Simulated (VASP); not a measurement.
The system is SiC (Moissanite 6H).

```
Si C
1.0
     3.09500    0.00000    0.00000
    -1.54750    2.68035    0.00000
     0.00000    0.00000   15.17000
Si C
6 6
Direct
  0.00000 0.00000 0.12500
  0.00000 0.00000 0.62500
  0.33333 0.66667 0.29170
  0.66667 0.33333 0.79170
  0.33333 0.66667 0.95830
  0.66667 0.33333 0.45830
  0.00000 0.00000 0.00000
  0.00000 0.00000 0.50000
  0.33333 0.66667 0.16670
  0.66667 0.33333 0.66670
  0.33333 0.66667 0.83330
  0.66667 0.33333 0.33330
```

* Program: VASP 6.6.1
* Task: relaxation of cell and atoms
* Functional: LDA
* Potentials or basis: VASP PAW LDA potentials, release 64 (Si, C)
* Cutoff: 600 eV
* k mesh: 12 × 12 × 2
* Occupations: gaussian, width 0.03 eV
* Spin: no spin polarisation

At the start: pressure -7.0 GPa; volume 10.49 Å³/atom.

Question: How do energy, volume and symmetry change on relaxing?

Answer: Over 7 steps the energy falls by 7.7 meV/atom and the volume is 10.15 Å³/atom (-3.2 %); space group P6_3mc (No. 186, to 0.05 Å).

The path:
```
step  energy change (eV)  largest force (eV/Å)  pressure (GPa)  volume (Å³)
   1              0.0000                0.1437           -7.05       125.85
   2              0.0158                0.1287            8.51       117.63
   3             -0.0926                0.0268           -0.05       121.81
   4             -0.0926                0.0266            0.10       121.73
   5             -0.0927                0.0126            0.11       121.73
   6             -0.0927                0.0134            0.11       121.73
   7             -0.0927                0.0089           -0.09       121.83
```

Final structure:
```xyz
12
Lattice="3.0605 0.0000 0.0000 -1.5303 2.6505 0.0000 0.0000 0.0000 15.0190" Properties=species:S:1:pos:R:3 pbc="T T T"
Si    0.0000    0.0000    1.8781
Si    3.0605    0.0000    9.3876
Si    0.0000    1.7670    4.3830
Si    1.5303    0.8835   11.8925
Si    0.0000    1.7670   14.3928
Si    1.5303    0.8835    6.8833
C     1.5303    2.6505   15.0141
C     3.0605    0.0000    7.5046
C     0.0000    1.7670    2.5056
C     1.5303    0.8835   10.0152
C     0.0000    1.7670   12.5156
C     1.5303    0.8835    5.0061
```
